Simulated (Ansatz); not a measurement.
**P: a prediction, then the measurements**

Level of theory: Ansatz 0.2.0, DFT PBE, scalar-relativistic, plane waves, PAW.

Cutoff 420 eV; k points 12×12×8 on the computed 4-atom cell (Γ-centred); Gaussian smearing, width 0.01 eV; no spin polarisation.

Relaxed structure, symmetry kept:

```cif
data_structure
_symmetry_space_group_name_H-M 'P 1'
_symmetry_Int_Tables_number 1
_cell_length_a 5.8808
_cell_length_b 5.8808
_cell_length_c 4.5644
_cell_angle_alpha 90.000
_cell_angle_beta 90.000
_cell_angle_gamma 147.315
_cell_volume 85.24
loop_
_atom_site_label
_atom_site_type_symbol
_atom_site_fract_x
_atom_site_fract_y
_atom_site_fract_z
_atom_site_occupancy
P1 P 0.90598 0.09402 0.08653 1
P2 P 0.59402 0.40598 0.58653 1
P3 P 0.09402 0.90598 0.91347 1
P4 P 0.40598 0.59402 0.41347 1
```

```json
{"Space group": "Cmce (No. 64)", "Volume per atom": "21.31 Å³", "Formation energy from the elements' standard states (uncorrected)": "0.000 eV/atom", "Kohn–Sham band gap": "0.13 eV, direct at Y", "Löwdin character of the top 1 eV of the valence band": "P 3p 86 %, P 3s 11 %", "Löwdin character of the lowest 1 eV of the conduction band": "P 3p 73 %, P 3s 16 %, unprojected 11 %", "Electron masses at the edge by Cartesian direction of the standard setting (m_e; degenerate bands sorted by energy; no spin-orbit coupling)": "x: 1.3; y: 0.21; z: 0.052", "Hole masses at the edge by Cartesian direction of the standard setting (m_e; degenerate bands sorted by energy; no spin-orbit coupling)": "x: 2.1; y: 0.44; z: 0.050", "Bader charges (e)": "P (4 in the cell) 0.00"}
```

Each cell of P holds layers, and where no dispersion correction was added their binding is poorly described.

**Measured values to compare with.**

“Anisotropic thermo-mechanical response of layered hexagonal boron nitride and black phosphorus: application as a simultaneous pressure and temperature sensor”, 2023, arxiv:2307.07533 reports, for a powder of P at 300 K: bulk modulus 29.8 ± 0.7 GPa.

Against the measured bulk modulus of P, 29.8 GPa (300 K; powder; the paper above), the calculated 7 GPa is off by -75.2 %. So large a miss may mean another phase, state or a wrong row. The calculation is for 0 K without zero-point motion. Lattice constants aren't compared, since papers order the axes of such cells in different ways.